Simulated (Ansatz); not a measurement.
Eigenvalues along a path: Se (diamond type)

```
CELL_PARAMETERS angstrom
0.00000 3.16570 3.16570
3.16570 0.00000 3.16570
3.16570 3.16570 0.00000
ATOMIC_POSITIONS crystal
Se 0.87500 0.87500 0.87500
Se 0.12500 0.12500 0.12500
```

The cell comes from a relaxation on PAW files under the same functional, begun from a prototype that needn't be the stable phase.

Level of theory: DFT with PBE, scalar-relativistic, in Ansatz 0.2.0; a Γ-centred 11×11×11 k mesh, Fermi–Dirac smearing of 0.1 eV, no spin polarisation. LAPW: all electrons, basis error target 1 meV/atom.

Path points, in fractions of the reciprocal vectors: Γ (0.000, 0.000, 0.000), X (0.500, 0.000, 0.500), U (0.625, 0.250, 0.625), K (0.375, 0.375, 0.750), L (0.500, 0.500, 0.500), W (0.500, 0.250, 0.750). The distance column jumps between branches of the path. Levels in eV from the Fermi level; bands 19 to 27, counted from the lowest band of the run. The gap is zero, the pressure 0.03 GPa.

```
# k(1/Å) point b19 b20 b21 b22 b23 b24 b25 b26 b27
0.000 Γ -15.24 -10.26 -3.38 -3.38 -3.38 -0.74 -0.74 -0.74 4.42
0.142 - -15.19 -10.37 -3.50 -3.50 -3.28 -0.84 -0.57 -0.57 4.64
0.284 - -15.06 -10.67 -3.79 -3.79 -3.01 -1.07 -0.13 -0.13 5.26
0.425 - -14.84 -11.11 -4.12 -4.12 -2.66 -1.33 0.44 0.44 5.72
0.567 - -14.55 -11.63 -4.41 -4.41 -2.33 -1.57 1.04 1.04 5.33
0.709 - -14.18 -12.18 -4.64 -4.64 -2.10 -1.74 1.58 1.58 5.30
0.851 - -13.74 -12.73 -4.78 -4.78 -1.97 -1.85 1.98 1.98 5.64
0.992 X -13.25 -13.25 -4.83 -4.83 -1.91 -1.91 2.12 2.12 6.23
1.043 - -13.26 -13.25 -4.84 -4.82 -1.91 -1.87 2.11 2.11 6.20
1.093 - -13.28 -13.23 -4.89 -4.81 -1.92 -1.76 2.07 2.07 6.10
1.143 - -13.31 -13.19 -4.96 -4.79 -1.94 -1.60 2.00 2.01 5.96
1.193 - -13.36 -13.14 -5.04 -4.75 -1.97 -1.39 1.92 1.92 5.80
1.243 - -13.42 -13.08 -5.11 -4.72 -2.00 -1.16 1.82 1.84 5.64
1.293 - -13.49 -13.01 -5.18 -4.67 -2.05 -0.92 1.70 1.74 5.50
1.343 U -13.56 -12.92 -5.24 -4.61 -2.10 -0.68 1.56 1.65 5.40
1.951 K -13.56 -12.92 -5.24 -4.61 -2.10 -0.68 1.56 1.65 5.40
2.101 - -13.85 -12.59 -5.28 -4.41 -2.32 -0.12 1.10 1.42 5.42
2.252 - -14.18 -12.17 -5.13 -4.17 -2.61 0.03 0.62 1.22 5.96
2.402 - -14.52 -11.68 -4.80 -3.93 -2.90 -0.11 0.16 0.95 6.41
2.552 - -14.81 -11.17 -4.36 -3.70 -3.15 -0.36 -0.22 0.51 6.05
2.703 - -15.04 -10.71 -3.89 -3.53 -3.31 -0.58 -0.51 -0.06 5.31
2.853 - -15.19 -10.38 -3.53 -3.42 -3.37 -0.70 -0.68 -0.54 4.67
3.004 Γ -15.24 -10.26 -3.38 -3.38 -3.38 -0.74 -0.74 -0.74 4.42
3.126 - -15.20 -10.34 -3.43 -3.43 -3.40 -0.68 -0.67 -0.67 4.59
3.249 - -15.11 -10.57 -3.55 -3.55 -3.48 -0.49 -0.49 -0.48 5.03
3.372 - -14.95 -10.90 -3.70 -3.70 -3.61 -0.25 -0.25 -0.10 5.59
3.495 - -14.75 -11.29 -3.85 -3.85 -3.78 -0.02 -0.02 0.42 6.06
3.617 - -14.53 -11.67 -3.97 -3.97 -3.92 0.16 0.16 0.98 6.33
3.740 - -14.35 -11.95 -4.05 -4.05 -4.02 0.27 0.27 1.45 6.55
3.863 L -14.28 -12.07 -4.07 -4.07 -4.06 0.31 0.31 1.63 6.90
3.963 - -14.25 -12.10 -4.46 -4.10 -3.63 0.26 0.37 1.62 6.75
4.063 - -14.18 -12.19 -4.78 -4.19 -3.17 0.13 0.55 1.58 6.40
4.164 - -14.07 -12.33 -5.02 -4.33 -2.73 -0.05 0.80 1.52 6.02
4.264 - -13.91 -12.53 -5.15 -4.50 -2.30 -0.27 1.09 1.46 5.75
4.364 - -13.72 -12.75 -5.20 -4.70 -1.90 -0.53 1.31 1.44 5.66
4.464 - -13.49 -13.00 -5.16 -4.89 -1.52 -0.83 1.44 1.45 5.76
4.565 W -13.25 -13.25 -5.05 -5.05 -1.16 -1.16 1.46 1.46 6.00
4.636 - -13.25 -13.25 -5.04 -5.04 -1.21 -1.21 1.50 1.50 6.01
4.706 - -13.25 -13.25 -5.01 -5.01 -1.32 -1.32 1.61 1.61 6.03
4.777 - -13.25 -13.25 -4.97 -4.97 -1.48 -1.48 1.75 1.75 6.08
4.848 - -13.25 -13.25 -4.92 -4.92 -1.64 -1.64 1.90 1.90 6.13
4.919 - -13.25 -13.25 -4.87 -4.87 -1.78 -1.78 2.02 2.02 6.18
4.990 - -13.25 -13.25 -4.84 -4.84 -1.87 -1.87 2.10 2.10 6.22
5.061 X -13.25 -13.25 -4.83 -4.83 -1.91 -1.91 2.12 2.12 6.23
```
